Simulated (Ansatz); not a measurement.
# What DFT gives for In

```
CELL_PARAMETERS angstrom
-1.59349 1.59349 2.44451
1.59349 -1.59349 2.44451
1.59349 1.59349 -2.44451
ATOMIC_POSITIONS crystal
In 0.00000 0.00000 0.00000
```

Method: r2SCAN, no spin polarisation; PAW, plane waves to 500 eV, 15×15×15 Γ-centred mesh, fermi-dirac occupations (width 0.0438 eV) (Ansatz 0.2.0), atoms fixed.

(1) What happens at the Fermi level?

(2) Describe some of the short contacts.

(3) What does the stress say?

Origin: a database entry at a rescaled volume.

It took 17 s on 1 thread of Arm Neoverse V2, on a shared host, peak memory 0.42 GiB, starting from a saved density. The time holds forces, stress, Bader, DOS, bands, ELF.

## Answers

(1) It is a metal, with about 0.38 states/eV a cell as the mean within 0.25 eV of the Fermi level, mostly In p (64 %) and In s (33 %).

(2) In–In at 3.19 Å: least valence density 0.16 e/Å³ and ELF 0.34 there. These are pseudo-fields; inside the PAW spheres they differ from the all-electron ones.

(3) The pressure is 2.7 GPa (compression positive), so with the atoms held at these fractions the cell would first expand.
